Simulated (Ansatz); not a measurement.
Si: the gap against volume

Si, Fd-3m, a = 5.444 Å. Ansatz: r2SCAN, PAW, 500 eV, Γ-centred 10×10×10 mesh on 2 atoms, Gaussian smearing 0.02 eV; no spin polarisation. Symmetry fixes shape and atoms, so the cell is only scaled; x = ln(V/V0) with V0 = 20.170 Å³/atom. The gap is read at the mesh points alone.

```tsv
x	gap y (eV)
-0.0619	0.669
-0.0305	0.726
0.0000	0.778
0.0296	0.826
0.0583	?
```

Fit a straight line to the other rows, give the volume deformation potential of the gap and its pressure coefficient, and predict the missing gap. B0 = 96.9 GPa.

Means x = -0.01570, y = 0.74975; Σ(Δx)² = 0.004652, ΣΔxΔy = 0.007980; the slope is their ratio. y = 0.7767 + 1.715 x. The slope is the deformation potential a = dE_g/d ln V = 1.72 eV, and dE_g/dP = −a/B0 = -17.7 meV/GPa. At x = 0.0583 the fit asked for gives 0.877 eV. The run gave 0.869 eV, so the fit is 0.008 eV too high, 4 % of the span of the series, against an rms of 0.001 eV on the fitted rows. The row lies outside the fitted range. With a term in x² added, a fit to the same known rows predicts 0.870 eV, so most of the miss is curvature that the known rows already hold.

Semilocal functionals give gaps under the measured ones; changes of the gap mostly carry over better.